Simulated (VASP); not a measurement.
A run of VASP 6.6.1 is set up as follows.

INCAR

```
SYSTEM = Pd
ALGO     = Normal         ! electronic algorithm
EDIFF    = 1E-6           ! SCF threshold, eV
EDIFFG   = -0.01          ! ionic threshold
ENCUT    = 600            ! plane-wave cutoff, eV
IBRION   = 2              ! ionic algorithm
ISIF     = 3              ! what is computed and relaxed
ISMEAR   = 1              ! smearing method
LASPH    = .TRUE.         ! aspherical terms in the spheres
LCHARG   = .FALSE.        ! write CHGCAR
LMIXTAU  = .TRUE.       
LREAL    = .FALSE.        ! projectors in reciprocal space
LWAVE    = .FALSE.        ! write WAVECAR
METAGGA  = R2SCAN         ! meta-GGA
NELM     = 100            ! most SCF steps
NSW      = 60             ! ionic steps
PREC     = Accurate       ! precision mode
SIGMA    = 0.1            ! smearing width, eV
```

Contents of KPOINTS:

```
k-points
0
G
  12 12 12
  0 0 0
```

File POSCAR:

```
Pd
1.0
    0.0000000000      1.9465000000      1.9465000000
    1.9465000000      0.0000000000      1.9465000000
    1.9465000000      1.9465000000      0.0000000000
Pd
1
Direct
    0.0000000000      0.0000000000      0.0000000000
```

Potentials or basis: VASP PAW PBE potentials, release 64 (Pd).

Command:

```sh
$ cat potpaw_PBE.64/Pd/POTCAR > POTCAR
$ mpirun -np 1 vasp_std > vasp.out
```

Question: Estimate the relaxed volume.

Answer: 14.95 Å³/atom.

Question: Estimate the relaxed cell.

Answer: a = 2.765 Å, b = 2.765 Å, c = 2.765 Å, α = 60.00°, β = 60.00°, γ = 60.00°.

Question: What does it give for the band gap on the k mesh?

Answer: None (metal or under the smearing width).

Final structure:
```
CELL_PARAMETERS angstrom
0.00000 1.95526 1.95526
1.95526 0.00000 1.95526
1.95526 1.95526 0.00000
ATOMIC_POSITIONS crystal
Pd 0.00000 0.00000 0.00000
```

Caveat: the PAW data sets were made with another functional, which shifts forces and pressure a little. Zero-point motion and thermal expansion aren't in these numbers.
